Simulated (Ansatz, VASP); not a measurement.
## Bi in VASP and in Ansatz

```xyz
1
Lattice="-1.9969 1.9969 1.9969 1.9969 -1.9969 1.9969 1.9969 1.9969 -1.9969" Properties=species:S:1:pos:R:3 pbc="T T T"
Bi    0.0000    0.0000    0.0000
```

The cell was built by a generator and needn't be a form met in nature.

Alike in both runs: task relaxation of cell and atoms; functional BLYP; k mesh 11 × 11 × 11; occupations fermi-dirac, width 0.1 eV; no spin polarisation.

|  | VASP | Ansatz |
| --- | --- | --- |
| version | VASP 6.6.1 | Ansatz 0.2.0 |
| potentials or method | VASP PAW PBE potentials, release 64 (Bi_d) | plane waves (420 eV) with PAW, scalar-relativistic |
| plane-wave cutoff (eV) | 600 | 420 |
| valence electrons in the cell | 15 | 15 |

```tsv
	VASP	Ansatz	Ansatz less VASP
relaxed volume (Å³/atom)	34.43	34.36	-0.075
relaxed cell length with the largest relative difference (Å)	3.550	3.547	-0.0026
energy change over the relaxation (meV/atom)	-29	-27	+2.2
```

Caveats: the PAW data sets were made with another functional, which shifts forces and pressure a little (VASP).
